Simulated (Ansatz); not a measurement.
# K2S: band gap under strain

Aim: follow the gap of the published phase of K2S through these states: no strain; +3.0 % equal strain in all directions; -2.7 % equal strain in all directions. The table at the end shows which levels were run.

Code: Ansatz 0.2.0. PAW datasets, plane waves. The values are computed, spin-unpolarised, and not measurements.

### 1 The system as given

The unstrained cell was relaxed with r2SCAN; in each strained cell the atoms were relaxed again with r2SCAN. Names of k-points are those of the unstrained zone, where strain can split equivalent points. First state: no strain.

It is cubic, Fm-3m (No. 225); a = 7.405 Å in the conventional setting, 33.84 Å³ an atom. Near K stand 4 S at 3.21 Å; near S stand 8 K at 3.21 Å.

Structure file:

Space group Fm-3m (No. 225). a = 7.405 Å, b = 7.405 Å, c = 7.405 Å, α = 90.00°, β = 90.00°, γ = 90.00°
```tsv
atom	site	symmetry	x	y	z
K	8c	-43m	0.2500	0.7500	0.7500
S	4a	m-3m	0.0000	0.0000	0.0000
```

### 2 No strain: PBE

input.yaml

```yaml
crystal:
  lattice:
    - [0.0, 3.7027186909, 3.7027186909]
    - [3.7027186909, 0.0, 3.7027186909]
    - [3.7027186909, 3.7027186909, 0.0]
  atoms:
    - { symbol: K, position: [0.25, 0.25, 0.25] }
    - { symbol: K, position: [0.75, 0.75, 0.75] }
    - { symbol: S, position: [0.0, 0.0, 0.0] }
kpoints:
  mp_grid: { grid: [6, 6, 6] }
  band_path:
    path:
      - [0.0, 0.0, 0.0]
      - [0.5, 0.0, 0.5]
      - [0.625, 0.25, 0.625]
      - [0.375, 0.375, 0.75]
      - [0.5, 0.5, 0.5]
      - [0.5, 0.25, 0.75]
      - [0.0, 0.5, 0.5]
    npoints: 1
hamiltonian:
  xc: pbe
scf:
  occupations: { method: fermi_dirac, width: 0.02 }
  n_extra_bands: 4
output:
  forces: true
  stress: true
  eigenvalues: true
```

Command:

```sh
> ansatz run input.yaml --threads 4 --pin off --max-ram 5529MiB --backend cpu --events-out ev --progress --plain --runs-dir out
```

After this run come: No strain: r2SCAN; No strain: HSE06; +3.0 % equal strain in all directions: PBE; +3.0 % equal strain in all directions: r2SCAN; +3.0 % equal strain in all directions: HSE06; -2.7 % equal strain in all directions: PBE; -2.7 % equal strain in all directions: r2SCAN; -2.7 % equal strain in all directions: HSE06.

Before running it: what results should come out?

The runs gave:

Least gap in eV (negative: overlap), with the change from the unstrained cell in brackets:

| state | volume change (%) | PBE | r2SCAN | HSE06 |
| --- | --- | --- | --- | --- |
| no strain | +0.0 | 2.38 | 2.75 | 3.31 |
| +3.0 % equal strain in all directions | +9.1 | 2.16 (-0.22) | 2.54 (-0.21) | 3.07 (-0.24) |
| -2.7 % equal strain in all directions | -7.8 | 2.59 (+0.21) | 2.96 (+0.21) | 3.54 (+0.23) |

What this shows: The largest move of the HSE06 gap in the table is -0.244 eV, under +3.0 % equal strain in all directions. PBE and HSE06 differ by 0.93 eV on the unstrained gap, and by at most 0.03 eV on its change: PBE follows the response to strain far better than the gap itself.
